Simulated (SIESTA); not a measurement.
A run of SIESTA 5.4.2 is set up as follows.

The input ZnSe.fdf:

```
SystemName                      Stilleite
SystemLabel                     ZnSe
NumberOfSpecies                 2
NumberOfAtoms                   2
%block ChemicalSpeciesLabel
  1  34 Se
  2  30 Zn
%endblock ChemicalSpeciesLabel

LatticeConstant                 1.0 Ang
%block LatticeVectors
     0.0000000000     2.8338000000     2.8338000000
     2.8338000000     0.0000000000     2.8338000000
     2.8338000000     2.8338000000     0.0000000000
%endblock LatticeVectors
AtomicCoordinatesFormat         Fractional
%block AtomicCoordinatesAndAtomicSpecies
     0.7500000000     0.7500000000     0.7500000000  1  Se
     0.0000000000     0.0000000000     0.0000000000  2  Zn
%endblock AtomicCoordinatesAndAtomicSpecies

%block kgrid.MonkhorstPack
    8   0   0  0.0
    0   8   0  0.0
    0   0   8  0.0
%endblock kgrid.MonkhorstPack
XC.Functional                   GGA
XC.Authors                      PBEsol
PAO.BasisSize                   DZP
PAO.EnergyShift                 0.003 Ry
Mesh.Cutoff                     800 Ry
OccupationFunction              FD
ElectronicTemperature           0.05 eV
MaxSCFIterations                120
SCF.MustConverge                false
SCF.Mixer.Method                Pulay
SCF.Mixer.Weight                0.25
SCF.Mixer.History               8
SCF.DM.Tolerance                5.0e-05
SCF.H.Tolerance                 1.0e-03 eV
WriteForces                     true
Charge.Mulliken                 end
BandLinesScale                  ReciprocalLatticeVectors
%block BandLines
    1    0.000000   0.000000   0.000000  \Gamma
   12    0.500000   0.000000   0.500000  X
    6    0.500000   0.250000   0.750000  W
    4    0.375000   0.375000   0.750000  K
   13    0.000000   0.000000   0.000000  \Gamma
   11    0.500000   0.500000   0.500000  L
    8    0.625000   0.250000   0.625000  U
    4    0.500000   0.250000   0.750000  W
    9    0.500000   0.500000   0.500000  L
    8    0.375000   0.375000   0.750000  K
    1    0.625000   0.250000   0.625000  U
    4    0.500000   0.000000   0.500000  X
%endblock BandLines
%block PAO.Basis
  Se 4
  n=4 0 2
    5.129 0.000
  n=4 1 2
    6.708 0.000
  n=3 2 2
    2.662 0.000
  n=4 2 1
    6.708
  Zn 5
  n=3 0 2
    2.276 0.000
  n=4 0 2
    6.317 0.000
  n=3 1 2
    2.537 0.000
  n=4 1 1
    6.317
  n=3 2 2
    4.164 0.000
%endblock PAO.Basis
```

Potentials or basis: PseudoDojo 0.4 standard (PBEsol files), DZP (energy shift 0.003 Ry; two zetas on semicore shells).

Launch:

```bash
$ siesta < ZnSe.fdf > ZnSe.out 2>&1
```

Task: Estimate the band gap on the k mesh.

Result: 1.47 eV, direct.

Task: What does it give for the band gap along the path?

Result: 1.47 eV, direct.

Levels at the corners of the path, in eV from the valence-band top:
```csv
point,band 15,band 16,band 17,band 18,band 19,band 20,band 21,band 22
Γ,-6.49,0.00,0.00,0.00,1.47,6.42,6.42,6.42
X,-6.29,-4.78,-2.18,-2.18,3.25,3.91,11.03,11.97
W,-6.18,-4.68,-2.76,-2.67,5.61,6.00,7.80,8.42
K,-6.21,-4.73,-3.09,-1.77,3.98,5.93,9.62,9.92
Γ,-6.49,0.00,0.00,0.00,1.47,6.42,6.42,6.42
L,-6.31,-5.25,-0.84,-0.84,2.96,6.98,6.98,9.38
U,-6.21,-4.73,-3.09,-1.77,3.98,5.93,9.62,9.92
W,-6.18,-4.68,-2.76,-2.67,5.61,6.00,7.80,8.42
L,-6.31,-5.25,-0.84,-0.84,2.96,6.98,6.98,9.38
K,-6.21,-4.73,-3.09,-1.77,3.98,5.93,9.62,9.92
U,-6.21,-4.73,-3.09,-1.77,3.98,5.93,9.62,9.92
X,-6.29,-4.78,-2.18,-2.18,3.25,3.91,11.03,11.97
```

Caveat: the valence orbitals were made in a potential fitted to the semicore shell under them, which widens gaps by tenths of an eV or more; the basis of atomic orbitals isn't converged, which shifts pressures, moduli and gaps.

**Experimental background.**

From “Alloy Disordering Effects on the Thermal Conductivity and Energy Gap Temperature Dependence of Cd1−xZnxSe Ternary Crystals Grown by the Bridgman Method”, 2023, pmc:10253836, for a bulk crystal of ZnSe at 300 K: band gap 2.695 ± 0.003 eV (an exciton energy, a little under the gap).

Measured gap of ZnSe: 2.695 eV (an exciton energy, a little under the gap; 300 K; “Alloy Disordering Effects on the Thermal Conductivity and Energy Gap Temperature Dependence of Cd1−xZnxSe Ternary Crystals Grown by the Bridgman Method”, 2023, pmc:10253836). This calculation gives 1.47 eV (-1.22 eV). Spin-orbit coupling on Se is left out. The value is that of PBEsol in an atomic basis (PseudoDojo 0.4 standard (PBEsol files), DZP (energy shift 0.003 Ry; two zetas on semicore shells)), whose error adds to the functional's,, without temperature or zero-point motion. Semilocal functionals fall short of measured gaps as a rule.
